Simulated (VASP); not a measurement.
Write the native input for VASP 6.6.1 that does the following.

- Task: band structure
- Functional: LDA
- Potentials or basis: VASP PAW LDA potentials, release 64 (Sn_d)
- Cutoff: 520 eV
- k mesh: 10 × 10 × 10
- Occupations: gaussian, width 0.03 eV
- Spin: no spin polarisation
- Further INCAR settings: ALGO = Normal; EDIFF = 1e-06

The structure of Sn lies in POSCAR:

```
Sn                                      
1.0
    0.0000000000      3.2685833779      3.2685833779
    3.2685833779      0.0000000000      3.2685833779
    3.2685833779      3.2685833779      0.0000000000
  Sn            
     2
Direct
     0.0000000000000000    0.0000000000000000    0.0000000000000000
     0.2500000000000000    0.2500000000000000    0.2500000000000000
```

This isn't the form of Sn at room conditions, which is tetragonal (white tin).

One way to write it, as run:

INCAR

```
PREC = Accurate
ENCUT = 520
EDIFF = 1E-6
ISMEAR = 0
SIGMA = 0.03
LREAL = F
LASPH = T
NELM = 80
ALGO = Normal
ISIF = 2
LWAVE = F
LCHARG = F
GGA = CA
KPAR = 4
```

KPOINTS

```
Automatic mesh
0
Gamma
  10 10 10
```

KPOINTS_OPT

```
explicit points
302
Reciprocal
 0.0000000000  0.0000000000  0.0000000000 1
 0.0263157895  0.0000000000  0.0263157895 1
 0.0526315789  0.0000000000  0.0526315789 1
 0.0789473684  0.0000000000  0.0789473684 1
 0.1052631579  0.0000000000  0.1052631579 1
 0.1315789474  0.0000000000  0.1315789474 1
[... 294 lines left out ...]
 0.4872642400  0.0127357600  0.5000000000 1
 0.5127357600 -0.0127357600  0.5000000000 1
```

Potentials or basis: VASP PAW LDA potentials, release 64 (Sn_d).

Run with:

```console
$ cat potpaw_LDA.64/Sn_d/POTCAR > POTCAR
$ mpirun -np 4 vasp_std > vasp.out
```

It gave:

```json
{
  "Pressure": "-1.2 GPa",
  "Band gap along the path": "none (metal or under the smearing width)"
}
```

Caveat: spin-orbit coupling is left out, which moves the levels of the heavy elements.

It took 58 s on 4 MPI ranks on Intel(R) Xeon(R) Platinum 8375C CPU @ 2.90GHz (Ice Lake), with other jobs on the host, peak memory 0.23 GiB a rank.
